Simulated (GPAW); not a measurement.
Runs of GPAW 26.7.0 on Sn. It takes space group Fd-3m (No. 227, cubic). Conventional cell: a = 6.467 Å, b = 6.467 Å, c = 6.467 Å, α = 90.00°, β = 90.00°, γ = 90.00°. Sn (site symmetry -43m) has 4 Sn at 2.80 Å as nearest neighbours. This isn't the form of Sn at room conditions, which is tetragonal (white tin).

```tsv
task	level	potentials or basis	spin	cell	k mesh	cutoff (eV)	kernel	eta	response ecut	scissors	maxiter	other keys	mesh quality	gap on the mesh (eV)	pressure (GPa)	relaxed volume (Å³/atom)
optical spectrum	LDA	the program's PAW data sets (release 1.2.1) made for this functional, pw	off	as given	6 × 6 × 6	450	ALDA	0.1 eV	40 eV	0 eV	150	-	not flagged	none	-	-
band structure	r2SCAN	GPAW PAW data sets (gpaw-data 1.2.1), pw	SOC, no magnetisation	as given	5 × 5 × 5	600	-	-	-	-	150	-	not flagged	-	(b)	-
relaxation of cell and atoms	revPBE	the program's PAW data sets (release 1.2.1) made for this functional, pw	off	relaxed	7 × 7 × 7	600	-	-	-	-	150	-	not flagged	none	0.0	37.57
single point	LDA	the program's PAW data sets (release 1.2.1) made for this functional, pw	off	as given	6 × 6 × 6	450	-	-	-	-	80	-	not flagged	none	(a)	-
band structure	BLYP	PAW data sets generated in the run's folder for this functional, pw	off	as given	7 × 7 × 7	600	-	-	-	-	150	-	not flagged	-	6.1	-
energy-loss spectrum	LDA	the program's PAW data sets (release 1.2.1) made for this functional, pw	off	as given	6 × 6 × 6	450	RPA	0.05 eV	150 eV	-	60	several, not listed	coarse	none	-	-
band structure	r2SCAN	GPAW PAW data sets (gpaw-data 1.2.1), pw	off	as given	7 × 7 × 7	600	-	-	-	-	150	-	not flagged	-	2.1	-
relaxation of cell and atoms	BLYP	PAW data sets generated in the run's folder for this functional, pw	off	relaxed	7 × 7 × 7	600	-	-	-	-	150	-	not flagged	none	0.1	39.16
```

Alike in all rows: smearing fermi-dirac 0.05 eV.

Estimate the missing entries.

(a) -1.6; (b) 2.2.

Caveats: some runs use coarse meshes; the PAW data sets were made with another functional, which shifts forces and pressure a little (some runs); later steps reuse the first step's grids (some runs); spin-orbit coupling is left out, which moves the levels of the heavy elements (some runs); the intraband term hangs on this k mesh (some runs); the long-wavelength limit can be off by a per cent or two (some runs); these spectra lack excitons (some runs); spin-orbit coupling was added after a scalar SCF, so levels and gaps hold it while energy, forces, pressure and moments don't (some runs).

A k mesh can miss the band edges, and rows without SOC leave out spin-orbit coupling on Sn.

A gap of «none» marks a metal or a gap under the smearing width.

Runs at the PBE level aren't shown here.
